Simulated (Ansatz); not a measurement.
# Ta(110) / 1 layer W(110) / Ta(110): resistance against film thickness, part 3 of 3

How does the resistance across the layers grow with the film in Ta(110) / 1 layer W(110) / Ta(110)?

Ansatz 0.2.0; Ansatz plane-wave DFT, LDA, PAW files; ballistic transport by layer matching (Landauer), zero bias; PAW set soft_1.

So far. Step 5 (With 7 layers, k-mesh 14×14×1, film layers 7): The conductance of the junction is 6.2e14 S/m², 11 % under the 7.0e14 S/m² of the last finished run, no more than the error estimates, leads' steps apart, of 6.3 and 6.3 % together.

## 6. With 9 layers, k-mesh 14×14×1, film layers 9

The stack now holds 9 film layers; the k-mesh follows the cell, and the energies span -0.27 to 0.27 eV.

System of this step: Ta(110) / 9 layers W(110) / Ta(110). The cell holds 18 atoms: 9 Ta and 9 W. Cell: a = 2.860 Å, b = 2.860 Å, c = 39.513 Å, α = 90.0°, β = 90.0°, γ = 109.5°. It derives from Ta and W. Regions: lead, 9 atoms (9 Ta); films, 9 atoms (9 W). The structure is stacked along c, and the current runs across the ab planes.

Contents of input.yaml:

```yaml
crystal:
  lattice:
    - [1.65128, -2.3352625713, 0.0]
    - [1.65128, 2.3352625713, 0.0]
    - [0.0, 0.0, 39.5128125478]
  atoms:
    - { symbol: Ta, position: [0.0, 0.0, 0.0295507004] }
    - { symbol: Ta, position: [0.5, 0.5, 0.0886521012] }
    - { symbol: Ta, position: [0.0, 0.0, 0.147753502] }
    - { symbol: Ta, position: [0.5, 0.5, 0.2068549028] }
    - { symbol: W, position: [0.0, 0.0, 0.2624104584] }
    - { symbol: W, position: [0.5, 0.5, 0.3144201687] }
    - { symbol: W, position: [0.0, 0.0, 0.366429879] }
    - { symbol: W, position: [0.5, 0.5, 0.4184395893] }
    - { symbol: W, position: [0.0, 0.0, 0.4704492996] }
    - { symbol: W, position: [0.5, 0.5, 0.5224590099] }
    - { symbol: W, position: [0.0, 0.0, 0.5744687202] }
    - { symbol: W, position: [0.5, 0.5, 0.6264784305] }
    - { symbol: W, position: [0.0, 0.0, 0.6784881408] }
    - { symbol: Ta, position: [0.5, 0.5, 0.7340436964] }
    - { symbol: Ta, position: [0.0, 0.0, 0.7931450972] }
    - { symbol: Ta, position: [0.5, 0.5, 0.852246498] }
    - { symbol: Ta, position: [0.0, 0.0, 0.9113478988] }
    - { symbol: Ta, position: [0.5, 0.5, 0.9704492996] }
kpoints:
  mp_grid: { grid: [14, 14, 1] }
hamiltonian:
  xc: lda
  pseudopotentials: { kind: paw, azcp: { folder: soft_1 }, xc_functional: pbe }
scf:
  occupations: { method: fermi_dirac, width: 0.1 }
output:
  transmission:
    leads: [[0, 1]]
    kmesh: [26, 26]
    e_range: [-0.27, 0.27]
    de: 0.036
  write_potential: true
  write_density: true
  volumetric_format: npy
```

On the command line:

```sh
$ ansatz run input.yaml --threads 4 --pin off --max-ram 8192MiB --backend cpu --events-out ev --progress --plain --runs-dir out
```

Numbers of over 12 decimals in the logs are rounded to 6 here.

The program printed:

```text
[...]
Crystal: 18 atoms, lattice volume = 304.736 Å³
Basis set: ecut = 420 eV, 5979 PW (Γ)
Bands: 146, of which v1, the nominal top of the filled ones, is band 122 counted from 1 (121 counted from 0)
Symmetry: 8 space group operations
[...]
k-points: 57 of 196
[...]
--- Transmission ---
  basis      : 67 plane waves across, 64 finite elements along
  points     : 183, standing for a mesh of 26 x 26
[...]
filled         : 20.2 meV over the level at which it is neutral
    channels       : 1.750000e0 a spin
[...]
slowest decay  : 0.0335 /Å at (0.2692, 0.0769)
  junction   : crystal 0 to crystal 0, -0.70 to 36.48 Å
    transmission   : 6.233832e-1 a spin
[...]
resistance     : 1.0333e-3 Ω µm² beyond half of each lead's own
[key lines of the parts left out:]
SCF converged after 11 iterations
Free energy (F): -178325.573523 eV
Fermi energy:    19.958005 eV
```

It took 3.7 min on 4 threads of Arm Neoverse V1, shared host; peak memory 2.2 GiB; 13 min of CPU time.

Numbers from this step:

```yaml
free_energy: -178325.5735 eV
energy_at_zero_smearing: -178325.3346 eV
fermi_energy: 19.96 eV
step_of_the_lead_s_potential: 2.6 meV
estimated_errors_of_the_lead_s_conductance: 0, 5.1, 1.4 % (band edges, k-mesh, distance from neutral)
lead_conductance_per_cell: 1.755 G₀
conductance_of_the_junction: 6.25e14 S/m²
junction_conductance_per_cell: 0.6219 G₀
estimated_errors_of_the_junction_s_conductance: 0.4, 0, 7.2, 1.4, 0.1 % (energy step, band edges, k-mesh, leads' steps, distance from neutral)
area_resistance_that_the_stack_adds_contact_term_taken_off_spin_by_spin: 1.033 fΩ m²
```

Per spin. The transmission, zone mean by energy, zero at the Fermi level:

```
energy (eV)  transmission, zone mean
     -0.270                    0.619
     -0.234                    0.626
     -0.198                    0.627
     -0.162                    0.625
     -0.126                    0.627
     -0.090                    0.627
     -0.054                    0.624
     -0.018                    0.618
      0.018                    0.623
      0.054                    0.624
      0.090                    0.611
      0.126                    0.596
      0.162                    0.581
      0.198                    0.570
      0.234                    0.563
      0.270                    0.536
```

The conductance of the junction is 6.2e14 S/m², 1.3 % over the 6.2e14 S/m² of the last finished run, within the error estimates, leads' steps apart, of 6.3 and 7.2 %.

## 7. Cost and result by level

Times are for 4 threads of Arm Neoverse V1, shared host. The series side by side:

```
no.  film layers  area resistance that the stack adds (contact term taken off, spin by spin) (fΩ m²)  conductance of the junction (S/m²)     time  memory (GiB)
  1            1                                                                              0.1979                             1.31e15  4.9 min           1.3
  2            3                                                                              0.5724                             8.78e14  2.4 min           1.2
  3            5                                                                              0.8705                             6.96e14  3.4 min           1.5
  4            7                                                                               1.053                             6.16e14  3.2 min           1.8
  5            9                                                                               1.033                             6.25e14  3.7 min           2.2
```

## 8. With 3 layers

The same run once more with an input made wrong on purpose.

This step: Ansatz plane-wave DFT, LDA, PAW files; ballistic transport by layer matching (Landauer), zero bias; changed: output.transmission.kpoints = null, output.transmission.kmesh = [8, 8, 1], scf.max_iter = 80 (Ansatz 0.2.0).

System of this step: Ta(110) / 3 layers W(110) / Ta(110). The cell holds 12 atoms: 9 Ta and 3 W. Its edges and angles: a = 2.860 Å, b = 2.860 Å, c = 27.183 Å, α = 90.0°, β = 90.0°, γ = 109.5°. It derives from Ta and W. Regions: lead, 9 atoms (9 Ta); films, 3 atoms (3 W). The structure is stacked along c, and the current runs across the ab planes.

Contents of input.yaml:

```yaml
crystal:
  lattice:
    - [1.65128, -2.3352625713, 0.0]
    - [1.65128, 2.3352625713, 0.0]
    - [0.0, 0.0, 27.1825129436]
  atoms:
    - { symbol: Ta, position: [0.0, 0.0, 0.042955237] }
    - { symbol: Ta, position: [0.5, 0.5, 0.128865711] }
    - { symbol: Ta, position: [0.0, 0.0, 0.214776185] }
    - { symbol: Ta, position: [0.5, 0.5, 0.300686659] }
    - { symbol: W, position: [0.0, 0.0, 0.3814428516] }
    - { symbol: W, position: [0.5, 0.5, 0.457044763] }
    - { symbol: W, position: [0.0, 0.0, 0.5326466744] }
    - { symbol: Ta, position: [0.5, 0.5, 0.613402867] }
    - { symbol: Ta, position: [0.0, 0.0, 0.699313341] }
    - { symbol: Ta, position: [0.5, 0.5, 0.785223815] }
    - { symbol: Ta, position: [0.0, 0.0, 0.871134289] }
    - { symbol: Ta, position: [0.5, 0.5, 0.957044763] }
kpoints:
  mp_grid: { grid: [14, 14, 1] }
hamiltonian:
  xc: lda
  pseudopotentials: { kind: paw, azcp: { folder: soft_1 }, xc_functional: pbe }
scf:
  occupations: { method: fermi_dirac, width: 0.1 }
  max_iter: 80
output:
  transmission:
    leads: [[0, 1]]
    kmesh: [8, 8, 1]
    e_range: [-0.27, 0.27]
    de: 0.036
  write_potential: true
  write_density: true
  volumetric_format: npy
```

The program printed:

```text
Error: YAML parse error: error: line 30 column 5: invalid length 3, expected a tuple of size 2
  --> <input>:30:5
   |
28 |   transmission:
29 |     leads: [[0, 1]]
30 |     kmesh: [8, 8, 1]
   |     ^ invalid length 3, expected a tuple of size 2
31 |     e_range: [-0.27, 0.27]
32 |     de: 0.036
   |
```

It took 0.02 s on 4 threads; peak memory 0.023 GiB.

The input was rejected at the start.

The program's message: “Error: YAML parse error: error: line 30 column 5: invalid length 3, expected a tuple of size 2”

The change that led to it: output.transmission.kpoints = null and output.transmission.kmesh = [8, 8, 1].

## 9. Results

```json
{
  "area resistance, 1 layer": "0.198 fΩ m²",
  "area resistance, 3 layers": "0.572 fΩ m²",
  "area resistance, 5 layers": "0.870 fΩ m²",
  "area resistance, 7 layers": "1.05 fΩ m²",
  "area resistance, 9 layers": "1.03 fΩ m²"
}
```

In words: The stack adds 0.20 fΩ m² with 1 layer and 1.0 fΩ m² with 9. From 3 to 9 layers it grows by 81 %; nothing scatters inside a perfect film, so this is no ohmic growth, and the error estimates, with the leads' steps, cover part of it. Atoms sit on ideal sites and aren't relaxed. Spin-orbit coupling is left out, which matters for Ta and W. W(110) is stretched by 4.4 % in plane to fit Ta(110).

[Logs are printed without paths, hosts, clocks, repeated set-up lines and the standing remarks that a program may print on its own settings, such as how far it seeks lower states.]

[Hosts, paths, dates, database ids (printed as entryN), source tags and the programs' standing remarks are cut or masked in the printed files.]
